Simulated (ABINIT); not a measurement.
# BAs (F-43m): G0W0 in ABINIT against the plane-wave cutoff

Aim: move the plane-wave cutoff of a G0W0 run on BAs (F-43m) over a wide range.

Main program and level: ABINIT 10.8.3; PBE and many-body steps on it, plane waves.

## (1) Set-up

Symmetry: F-43m, No. 216, cubic system. Conventional cell: a = 4.777 Å, b = 4.777 Å, c = 4.777 Å, α = 90.00°, β = 90.00°, γ = 90.00°. Nearest to B lie 4 As at 2.07 Å. Nearest to As lie 4 B at 2.07 Å. Farther neighbours are not listed.

As a file:

```cif
data_structure
_symmetry_space_group_name_H-M 'P 1'
_symmetry_Int_Tables_number 1
_cell_length_a 3.3778
_cell_length_b 3.3778
_cell_length_c 3.3778
_cell_angle_alpha 60.000
_cell_angle_beta 60.000
_cell_angle_gamma 60.000
_cell_volume 27.25
loop_
_atom_site_label
_atom_site_type_symbol
_atom_site_fract_x
_atom_site_fract_y
_atom_site_fract_z
_atom_site_occupancy
B1 B 0.00000 0.00000 0.00000 1
As2 As 0.25000 0.25000 0.25000 1
```

The cell and positions come from the Crystallography Open Database and are kept as given unless a step says otherwise.

## (2) Empty states on the mesh, 6×6×6 mesh, 261 bands

This step: ABINIT 10.8.3; DFT, PBE, plane waves, norm-conserving pseudopotentials.

The sums over transitions need many empty states on a uniform mesh; this step solves for them.

Contents of run.abi:

```
acell 3*1.0 Angstrom
rprim 
  -0.000000000000 2.388500000000 2.388500000000
  2.388500000000 -0.000000000000 2.388500000000
  2.388500000000 2.388500000000 -0.000000000000
ntypat 2
znucl 5 33
natom 2
typat 1 2
xred 
  0.000000000000 0.000000000000 0.000000000000
  0.250000000000 0.250000000000 0.250000000000
pp_dirpath "pseudos"
pseudos "B.upf, As.upf"
ecut 38
ngkpt 6 6 6
nshiftk 1
shiftk 0 0 0
kptopt 1
chksymbreak 0
irdden 1
istwfk *1
nband 261
prtvol 0
optdriver 6
gwr_task "HDIAGO"
paral_kgb 0
occopt 1
indata_prefix "in"
outdata_prefix "out"
tmpdata_prefix "tmp"
```

Command:

```bash
$ OMP_NUM_THREADS=1 mpirun -n 8 abinit run.abi > log
```

Numbers of over 12 decimals in the logs are rounded to 6 here.

The program printed:

```text
.Version 10.8.3 of ABINIT. v10.8.2 released Aug 2026.

 Symmetries : space group F-4 3 m (#216); Bravais cF (face-center cubic)
[... echo of the input left out ...]
== DATASET  1 ==================================================================
-   mpi_nproc: 8, omp_nthreads: 1 (-1 if OMP is not activated)

--- !DatasetInfo
iteration_state: {dtset: 1, }
dimensions: {natom: 2, nkpt: 16, mband: 261, nsppol: 1, nspinor: 1, nspden: 1, mpw: 2085, }
cutoff_energies: {ecut:  38.0, pawecutdg:  -1.0, }
[...]
Indirect band gap semiconductor
 Fundamental gap:     1.294 (eV)
   VBM:     6.564 (eV) at k: [ 0.0000E+00,  0.0000E+00,  0.0000E+00]
   CBM:     7.859 (eV) at k: [ 3.3333E-01,  3.3333E-01,  0.0000E+00]
 Direct gap:         3.292 (eV) at k: [ 0.0000E+00,  0.0000E+00,  0.0000E+00]

== END DATASET(S) ==============================================================
================================================================================

 -outvars: echo values of variables after computation  --------
           etotal      0.0000000000E+00
            nband         261
             nkpt          16
          spgroup         216
 [... the other variables as echoed above ...]

 Calculation completed.
```

The job ended after 14 s (8 MPI ranks of AMD EPYC 7B13 (Zen 3), shared host; peak memory 2.4 GiB; 1.9 min of CPU time).

Numbers from this step:

| Quantity | Value |
| --- | --- |
| gap | 1.294 eV |
| k of the valence top | 0, 0, 0 |
| k of the conduction bottom | 0.3333, 0.3333, 0 |
| least direct gap | 3.292 eV |
| k points computed | 16 |
| lowest point of the top converged band, above the valence top | 225.5582 eV |

On this mesh the gap is 1.294 eV.

The density comes from a self-consistent run that is not shown.

## (3) Empty states on the mesh, 6×6×6 mesh, 78 bands

run.abi: that of step 2 with these lines changed.

```diff
@@ -14,3 +14,3 @@
 pseudos "B.upf, As.upf"
-ecut 38
+ecut 23
 ngkpt 6 6 6
@@ -22,3 +22,3 @@
 istwfk *1
-nband 261
+nband 78
 prtvol 0
```

The program printed:

```text
[banner, memory and clock lines left out]
.Version 10.8.3 of ABINIT. v10.8.2 released Aug 2026.

 Symmetries : space group F-4 3 m (#216); Bravais cF (face-center cubic)
[... echo of the input left out ...]
== DATASET  1 ==================================================================
-   mpi_nproc: 8, omp_nthreads: 1 (-1 if OMP is not activated)

--- !DatasetInfo
iteration_state: {dtset: 1, }
dimensions: {natom: 2, nkpt: 16, mband: 78, nsppol: 1, nspinor: 1, nspden: 1, mpw: 982, }
cutoff_energies: {ecut:  23.0, pawecutdg:  -1.0, }
[...]
Integrated=    1.8000E+01

 === KS gaps after direct diagonalization ===
 Indirect band gap semiconductor
 Fundamental gap:     1.401 (eV)
   VBM:     6.668 (eV) at k: [ 0.0000E+00,  0.0000E+00,  0.0000E+00]
   CBM:     8.069 (eV) at k: [ 3.3333E-01,  3.3333E-01,  0.0000E+00]
 Direct gap:         3.329 (eV) at k: [ 0.0000E+00,  0.0000E+00,  0.0000E+00]

== END DATASET(S) ==============================================================

 -outvars: echo values of variables after computation  --------
           etotal      0.0000000000E+00
            nband          78
             nkpt          16
          spgroup         216
 [... the other variables as echoed above ...]

 Calculation completed.
```

Wall time 3.7 s (8 MPI ranks); peak memory 0.66 GiB; 28 s of CPU time.

Numbers from this step:

```
gap                                                           : 1.401 eV
k of the valence top                                          : 0, 0, 0
k of the conduction bottom                                    : 0.3333, 0.3333, 0
least direct gap                                              : 3.329 eV
k points computed                                             : 16
lowest point of the top converged band, above the valence top : 86.8697 eV
```

On this mesh the gap is 1.401 eV.

## (4) Empty states on the mesh, 6×6×6 mesh, 78 bands

run.abi: that of step 3 with these lines changed.

```diff
@@ -14,3 +14,3 @@
 pseudos "B.upf, As.upf"
-ecut 23
+ecut 30
 ngkpt 6 6 6
```

The program printed:

```text
[banner, memory and clock lines left out]
.Version 10.8.3 of ABINIT. v10.8.2 released Aug 2026.

 Symmetries : space group F-4 3 m (#216); Bravais cF (face-center cubic)
[... echo of the input left out ...]
== DATASET  1 ==================================================================
-   mpi_nproc: 8, omp_nthreads: 1 (-1 if OMP is not activated)

--- !DatasetInfo
iteration_state: {dtset: 1, }
dimensions: {natom: 2, nkpt: 16, mband: 78, nsppol: 1, nspinor: 1, nspden: 1, mpw: 1459, }
cutoff_energies: {ecut:  30.0, pawecutdg:  -1.0, }
[...]
Integrated=    1.8000E+01

 === KS gaps after direct diagonalization ===
 Indirect band gap semiconductor
 Fundamental gap:     1.312 (eV)
   VBM:     6.576 (eV) at k: [ 0.0000E+00,  0.0000E+00,  0.0000E+00]
   CBM:     7.887 (eV) at k: [ 3.3333E-01,  3.3333E-01,  0.0000E+00]
 Direct gap:         3.295 (eV) at k: [ 0.0000E+00,  0.0000E+00,  0.0000E+00]

== END DATASET(S) ==============================================================

 -outvars: echo values of variables after computation  --------
           etotal      0.0000000000E+00
            nband          78
             nkpt          16
          spgroup         216
 [... the other variables as echoed above ...]

 Calculation completed.
```

The job ended after 5.3 s (8 MPI ranks; peak memory 1.4 GiB; 40 s of CPU time).

Numbers from this step:

```
gap                                                           : 1.312 eV
k of the valence top                                          : 0, 0, 0
k of the conduction bottom                                    : 0.3333, 0.3333, 0
least direct gap                                              : 3.295 eV
k points computed                                             : 16
lowest point of the top converged band, above the valence top : 85.8857 eV
```

On this mesh the gap is 1.312 eV.

## (5) Empty states on the mesh, 6×6×6 mesh, 76 bands

run.abi: that of step 4 with these lines changed.

```diff
@@ -14,3 +14,3 @@
 pseudos "B.upf, As.upf"
-ecut 30
+ecut 48
 ngkpt 6 6 6
@@ -20,10 +20,10 @@
 chksymbreak 0
+iscf -2
 irdden 1
 istwfk *1
-nband 78
+nband 76
+nbdbuf 6
+tolwfr 1e-09
+nstep 60
 prtvol 0
-optdriver 6
-gwr_task "HDIAGO"
-paral_kgb 0
-occopt 1
 indata_prefix "in"
```

The program printed:

```text
.Version 10.8.3 of ABINIT. v10.8.2 released Aug 2026.

 Symmetries : space group F-4 3 m (#216); Bravais cF (face-center cubic)
[... echo of the input left out ...]
== DATASET  1 ==================================================================
-   mpi_nproc: 8, omp_nthreads: 1 (-1 if OMP is not activated)

--- !DatasetInfo
iteration_state: {dtset: 1, }
dimensions: {natom: 2, nkpt: 16, mband: 76, nsppol: 1, nspinor: 1, nspden: 1, mpw: 2954, }
cutoff_energies: {ecut:  48.0, pawecutdg:  -1.0, }
[...]
2.67150    2.67150    2.67150    2.73343    2.73343    2.73343    2.84645    3.04770
   3.49479    3.49479    3.49479    3.58646    3.58646    3.69603    3.78100    3.78100
   3.78100    3.92665    3.92666    3.92666
 prteigrs : prtvol=0 or 1, do not print more k-points.

== END DATASET(S) ==============================================================
================================================================================

 -outvars: echo values of variables after computation  --------
            nband          76
             nkpt          16
          spgroup         216
 [... the other variables as echoed above ...]

 Calculation completed.
```

Wall time 13 s (8 MPI ranks); peak memory 0.6 GiB.

This step gave:

* gap: 1.294 eV
* k of the valence top: 0, 0, 0
* k of the conduction bottom: 0.3333, 0.3333, 0
* least direct gap: 3.292 eV
* k points computed: 16
* lowest point of the top converged band, above the valence top: 85.7020 eV

On this mesh the gap is 1.294 eV.

## (6) Screening, 6×6×6 mesh, 70 bands, screening to 195.9 eV

The RPA dielectric matrix is built and inverted for each q.

This step: RPA screening on PBE, plane waves, norm-conserving pseudopotentials.

run.abi: that of step 5 with these lines changed.

```diff
@@ -14,3 +14,3 @@
 pseudos "B.upf, As.upf"
-ecut 48
+ecut 23
 ngkpt 6 6 6
@@ -20,10 +20,11 @@
 chksymbreak 0
-iscf -2
-irdden 1
 istwfk *1
-nband 76
-nbdbuf 6
-tolwfr 1e-09
-nstep 60
-prtvol 0
+occopt 1
+irdwfk 1
+optdriver 3
+nband 70
+ecuteps 7.2
+inclvkb 2
+awtr 1
+symchi 1
 indata_prefix "in"
```

The program printed:

```text
.Version 10.8.3 of ABINIT. v10.8.2 released Aug 2026.

 Symmetries : space group F-4 3 m (#216); Bravais cF (face-center cubic)
[... echo of the input left out ...]
== DATASET  1 ==================================================================
-   mpi_nproc: 8, omp_nthreads: 1 (-1 if OMP is not activated)

--- !DatasetInfo
iteration_state: {dtset: 1, }
dimensions: {natom: 2, nkpt: 16, mband: 70, nsppol: 1, nspinor: 1, nspden: 1, mpw: 982, }
cutoff_energies: {ecut:  23.0, pawecutdg:  -1.0, }
electrons: {nelect:   1.80000000E+01, charge:   0.00000000E+00, occopt:   1.00000000E+00, tsmear:   1.00000000E-02, }

 SCREENING: Calculation of the susceptibility and dielectric matrices

 Based on a program developped by R.W. Godby, V. Olevano, G. Onida, and L. Reining.
 Incorporated in ABINIT by V. Olevano, G.-M. Rignanese, and M. Torrent.
.Using double precision arithmetic ; gwpc =  8

[... cell and pseudopotentials left out ...]
--------------------------------------------------------------------------------

 ==== K-mesh for the wavefunctions ====
 Number of points in the irreducible wedge :    16
[... list of points left out ...]
 Together with 24 symmetry operations and time-reversal symmetry
 yields   216 points in the full Brillouin Zone.

 ==== Q-mesh for the screening function ====
 Number of points in the irreducible wedge :    16
[... list of points left out ...]
 Together with 24 symmetry operations and time-reversal symmetry
 yields   216 points in the full Brillouin Zone.

 setmesh: FFT mesh size selected  =    24x   24x   24
          total number of points  =        13824

 vcoul_init : cutoff-mode = AUXILIARY_FUNCTION
 q-points for optical limit:   1
     1)      0.000010    0.000020    0.000030

- screening: taking advantage of time-reversal symmetry
- Maximum band index for partially occupied states nbvw = 9
- Remaining bands to be divided among processors   nbcw = 61
- Number of bands treated by each node ~7

 Number of electrons calculated from density =   18.0000; Expected =   18.0000
 average of density, n =  0.097875
 r_s =    1.3461
 omega_plasma =   30.1780 [eV]

 calculating chi0 at frequencies [eV] :
  1    0.000000E+00    0.000000E+00
  2    0.000000E+00    3.017802E+01

--------------------------------------------------------------------------------
  q-point number  1        q = ( 0.000000, 0.000000, 0.000000) [r.l.u.]
--------------------------------------------------------------------------------
[... chi0 elements left out ...]
 For q-point:  0.000010 0.000020 0.000030
  dielectric constant =  10.1990
  dielectric constant without local fields =  11.1926

  Average fulfillment of the sum rule on Im[epsilon] for q-point    1 :     62.06  [%]
[... wings left out ...]
  q-point number  2        q = ( 0.166667, 0.000000, 0.000000) [r.l.u.]
--------------------------------------------------------------------------------
[... chi0 elements left out ...]
  Average fulfillment of the sum rule on Im[epsilon] for q-point    2 :     82.00  [%]

 [... 14 further q-points ...]
```

It took 26 s on 8 MPI ranks; peak memory 1.1 GiB.

Numbers from this step:

* ε∞ with local fields, on this mesh, along the program's q direction: 10.20
* the same without local fields: 11.19
* plasma frequency: 30.18 eV
* plane waves in the screening matrix: 169

Local fields lower ε∞ by 9 %.

## (7) 23 Ha

This step: G0W0 on PBE, plane waves, norm-conserving pseudopotentials.

run.abi: that of step 6 with these lines changed.

```diff
@@ -23,8 +23,17 @@
 irdwfk 1
-optdriver 3
+optdriver 4
 nband 70
+gwcalctyp 0
+ecutsigx 23
+symsigma 1
+nkptgw 2
+kptgw 
+  0.0000000000 0.0000000000 0.0000000000
+  0.3333333333 0.3333333333 0.0000000000
+bdgw 
+  7 12
+  8 11
 ecuteps 7.2
-inclvkb 2
-awtr 1
-symchi 1
+irdscr 1
+ppmodel 1
 indata_prefix "in"
```

The program printed:

```text
.Version 10.8.3 of ABINIT. v10.8.2 released Aug 2026.

 Symmetries : space group F-4 3 m (#216); Bravais cF (face-center cubic)
[... echo of the input left out ...]
== DATASET  1 ==================================================================
-   mpi_nproc: 8, omp_nthreads: 1 (-1 if OMP is not activated)

--- !DatasetInfo
iteration_state: {dtset: 1, }
dimensions: {natom: 2, nkpt: 16, mband: 70, nsppol: 1, nspinor: 1, nspden: 1, mpw: 982, }
cutoff_energies: {ecut:  23.0, pawecutdg:  -1.0, }
electrons: {nelect:   1.80000000E+01, charge:   0.00000000E+00, occopt:   1.00000000E+00, tsmear:   1.00000000E-02, }

 SIGMA: Calculation of the GW corrections

 Based on a program developped by R.W. Godby, V. Olevano, G. Onida, and L. Reining.
 Incorporated in ABINIT by V. Olevano, G.-M. Rignanese, and M. Torrent.
.Using double precision arithmetic ; gwpc =  8

[... cell and pseudopotentials left out ...]
--------------------------------------------------------------------------------

 ==== K-mesh for the wavefunctions ====
 Number of points in the irreducible wedge :    16
[... list of points left out ...]
 Together with 24 symmetry operations and time-reversal symmetry
 yields   216 points in the full Brillouin Zone.

 ==== Q-mesh for screening function ====
 Number of points in the irreducible wedge :    16
[... list of points left out ...]
 Together with 24 symmetry operations and time-reversal symmetry
 yields   216 points in the full Brillouin Zone.

 vcoul_init : cutoff-mode = AUXILIARY_FUNCTION
 q-points for optical limit:   1
     1)      0.000010    0.000020    0.000030
 setmesh: FFT mesh size selected  =    27x   27x   27
          total number of points  =        19683

 Number of electrons calculated from density =   18.0000; Expected =   18.0000
 average of density, n =  0.097875
 r_s =    1.3461
 omega_plasma =   30.1780 [eV]

 === KS Band Gaps ===
  >>>> For spin  1
   Minimum direct gap =   3.3294 [eV], located at k-point      :   0.0000  0.0000  0.0000
   Fundamental gap    =   1.4009 [eV], Top of valence bands at :   0.0000  0.0000  0.0000
                                       Bottom of conduction at :   0.3333  0.3333  0.0000
 SIGMA fundamental parameters:
 PLASMON POLE MODEL  1
 number of plane-waves for SigmaX                  941
 number of plane-waves for SigmaC and W            169
 number of plane-waves for wavefunctions           941
 number of bands                                    70
 number of independent spin polarizations            1
 number of spinorial components                      1
 number of k-points in IBZ                          16
 number of q-points in IBZ                          16
 number of symmetry operations                      24
 number of k-points in BZ                          216
 number of q-points in BZ                          216
 number of frequencies for dSigma/dE                 9
 frequency step for dSigma/dE [eV]                0.25
 number of omega for Sigma on real axis              0
 max omega for Sigma on real axis  [eV]           0.00
 zcut for avoiding poles [eV]                     0.10

 EPSILON^-1 parameters (SCR file):
 dimension of the eps^-1 matrix on file            169
 dimension of the eps^-1 matrix used               169
 number of plane-waves for wavefunctions           941
 number of bands                                    70
 number of q-points in IBZ                          16
 number of frequencies                               2
 number of real frequencies                          1
 number of imag frequencies                          1

 matrix elements of self-energy operator (all in [eV])

 Perturbative Calculation

--- !SelfEnergy_ee
iteration_state: {dtset: 1, }
kpoint     : [   0.000,    0.000,    0.000, ]
spin       : 1
KS_gap     :    3.329
QP_gap     :    4.239
Delta_QP_KS:    0.909
data: !SigmaeeData |
     Band     E0 <VxcDFT>   SigX SigC(E0)      Z dSigC/dE  Sig(E)    E-E0       E
        7   6.668 -13.818 -15.793   1.012   0.808  -0.237 -14.596  -0.778   5.891
        8   6.668 -13.818 -15.793   1.012   0.808  -0.237 -14.596  -0.778   5.891
        9   6.668 -13.818 -15.793   1.012   0.808  -0.237 -14.596  -0.778   5.891
       10   9.998 -12.553  -8.368  -4.023   0.810  -0.235 -12.422   0.132  10.129
       11   9.998 -12.553  -8.368  -4.023   0.810  -0.235 -12.422   0.132  10.129
       12   9.998 -12.553  -8.368  -4.023   0.810  -0.235 -12.422   0.132  10.129

--- !SelfEnergy_ee
iteration_state: {dtset: 1, }
kpoint     : [   0.333,    0.333,    0.000, ]
spin       : 1
KS_gap     :    4.909
QP_gap     :    6.054
Delta_QP_KS:    1.145
data: !SigmaeeData |
     Band     E0 <VxcDFT>   SigX SigC(E0)      Z dSigC/dE  Sig(E)    E-E0       E
        8   3.160 -12.865 -16.310   2.188   0.796  -0.256 -13.865  -1.000   2.160
        9   3.160 -12.865 -16.310   2.188   0.796  -0.256 -13.865  -1.000   2.160
       10   8.069 -11.325  -7.243  -3.906   0.817  -0.224 -11.181   0.145   8.214
       11   9.962 -10.908  -6.167  -4.517   0.816  -0.226 -10.725   0.183  10.144

== END DATASET(S) ==============================================================
================================================================================

 -outvars: echo values of variables after computation  --------
           etotal      0.0000000000E+00
            nband          70
             nkpt          16
          spgroup         216
 [... the other variables as echoed above ...]

 Calculation completed.
```

Elapsed: 6.4 s, on 8 MPI ranks; peak memory 1.1 GiB; 50 s of CPU time.

Numbers from this step:

| Quantity | Value |
| --- | --- |
| G0W0 gap on the points computed | 2.323 eV |
| starting gap on the mesh | 1.401 eV |
| k of the valence top | 0, 0, 0 |
| k of the conduction bottom | 0.3333, 0.3333, 0 |
| Z at the valence top | 0.808 |
| Z at the conduction bottom | 0.817 |
| least direct G0W0 gap on the computed points | 4.238 eV |

[end of part 1 of 2]

[Paths, hosts, dates, memory and timing lines, banners, echoed tables and standing remarks are left out of the program output.]

[Logs are printed without paths, hosts, clocks, repeated set-up lines and the standing remarks that a program may print on its own settings, such as how far it seeks lower states.]

[Runs of the session that timed out or met a known fault of the program may be left out.]

[Hosts, paths, dates, database ids (printed as entryN), source tags and the programs' standing remarks are cut or masked in the printed files.]

[G0W0 gaps are taken among the corrected bands and points alone; a level outside them can change the order at an edge.]

[Where Ansatz stands beside ABINIT at settings called matched, ABINIT's density can come from a denser mesh and the files from another edition; pairs whose starting gaps differed by over 0.03 eV were left out, so agreement reads better than it is.]
